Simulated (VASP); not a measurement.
**BeS: band structure with HSE03**

The system is BeS.

```
S Be
1.0
     0.00000    2.42500    2.42500
     2.42500    0.00000    2.42500
     2.42500    2.42500    0.00000
S Be
1 1
Cartesian
  3.6375 3.6375 3.6375
  0.0000 0.0000 0.0000
```

```yaml
Program: VASP 6.6.1
Task: band structure
Functional: HSE03
Potentials_or_basis: VASP PAW PBE potentials, release 64 (S, Be)
Cutoff: 520 eV
k_mesh: 6 × 6 × 6
Occupations: gaussian, width 0.02 eV
Spin: no spin polarisation
Ladder: free
Grid_for_exact_exchange_PRECFOCK: Fast
Further_INCAR_settings: ALGO = Normal; EDIFF = 1e-06; NBANDS = 11
```

The pressure is 0.2 GPa and the band gap on the k mesh is 3.85 eV, indirect (least direct gap 6.64 eV). The band gap along the path is 3.85 eV, indirect (least direct gap 6.60 eV).

Levels at the corners of the path, in eV from the valence-band top:
```csv
point,band 1,band 2,band 3,band 4,band 5,band 6,band 7,band 8
Γ,-15.00,0.00,0.00,0.00,6.64,6.64,6.64,6.85
X,-12.63,-5.47,-2.85,-2.85,3.85,5.74,14.25,14.25
X,-12.63,-5.47,-2.85,-2.85,3.85,5.74,14.25,14.25
W,-12.57,-4.65,-4.15,-3.56,7.34,9.09,9.57,10.02
W,-12.57,-4.65,-4.15,-3.56,7.34,9.09,9.57,10.02
K,-12.64,-4.97,-4.39,-2.36,5.16,8.49,11.84,12.68
K,-12.64,-4.97,-4.39,-2.36,5.16,8.49,11.84,12.68
Γ,-15.00,0.00,0.00,0.00,6.64,6.64,6.64,6.85
Γ,-15.00,0.00,0.00,0.00,6.64,6.64,6.64,6.85
L,-13.23,-6.28,-1.11,-1.11,6.38,7.54,7.54,12.31
L,-13.23,-6.28,-1.11,-1.11,6.38,7.54,7.54,12.31
U,-12.64,-4.97,-4.39,-2.36,5.16,8.49,11.84,12.68
U,-12.64,-4.97,-4.39,-2.36,5.16,8.49,11.84,12.68
W,-12.57,-4.65,-4.15,-3.56,7.34,9.09,9.57,10.02
W,-12.57,-4.65,-4.15,-3.56,7.34,9.09,9.57,10.02
L,-13.23,-6.28,-1.11,-1.11,6.38,7.54,7.54,12.31
L,-13.23,-6.28,-1.11,-1.11,6.38,7.54,7.54,12.31
K,-12.64,-4.97,-4.39,-2.36,5.16,8.49,11.84,12.68
U,-12.64,-4.97,-4.39,-2.36,5.16,8.49,11.84,12.68
X,-12.63,-5.47,-2.85,-2.85,3.85,5.74,14.25,14.25
```

Wall time 3.5 min on 4 MPI ranks on Intel(R) Xeon(R) Platinum 8375C CPU @ 2.90GHz (Ice Lake) (shared host), peak memory 0.28 GiB a rank.

Caveat: the PAW data sets were made with another functional, which shifts forces and pressure a little.
